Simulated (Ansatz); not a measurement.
# In: the cost of one run

Program: Ansatz 0.2.0. Level of theory: DFT PBE, scalar-relativistic, plane waves, PAW. These are calculated values, not measurements.

1 further run of the same task is left out (it didn't finish).

## (1) The starting structure

The structure is cubic, space group Im-3m (No. 229). Conventional cell: a = 3.765 Å, b = 3.765 Å, c = 3.765 Å, α = 90.00°, β = 90.00°, γ = 90.00°. In (site symmetry m-3m) has 8 In at 3.26 Å as nearest neighbours.

Coordinates:

```cif
data_structure
_symmetry_space_group_name_H-M 'P 1'
_symmetry_Int_Tables_number 1
_cell_length_a 3.2606
_cell_length_b 3.2606
_cell_length_c 3.2606
_cell_angle_alpha 109.471
_cell_angle_beta 109.471
_cell_angle_gamma 109.471
_cell_volume 26.69
loop_
_atom_site_label
_atom_site_type_symbol
_atom_site_fract_x
_atom_site_fract_y
_atom_site_fract_z
_atom_site_occupancy
In1 In 0.00000 0.00000 0.00000 1
```

The structure comes from the Materials Project (structure only).

## (2) Random moves and strain, cell strained

Against the listed cell: strain xx, yy, zz, yz, xz, xy = -3.2, +0.6, -4.5, -1.9, +1.8, +2.7 %.

The input, input.yaml:

```yaml
crystal:
  lattice:
    - [-1.737759049, 1.8087302506, 1.7296830158]
    - [1.804362792, -1.8785342865, 1.8660907947]
    - [1.8399801696, 1.980755407, -1.7994870517]
  atoms:
    - { symbol: In, position: [0.0, 0.0, 0.0] }
basis:
  ecutwfc: 420
kpoints:
  mp_grid: { grid: [14, 14, 14] }
hamiltonian:
  xc: pbe
scf:
  occupations: { method: gaussian, width: 0.1 }
output:
  forces: true
  stress: true
  eigenvalues: true
  populations: true
  write_density: true
  write_potential: true
  elf: true
  volumetric_format: npy
```

Run with:

```
ansatz run input.yaml --threads 1 --pin off --max-ram 1331MiB --backend cpu --events-out ev --progress --plain --runs-dir out
```

**Question.** How long does this run take on 1 thread of an x86-64 CPU, shared host, and how much memory does it need?

About 63 s, with a peak of 0.64 GiB.
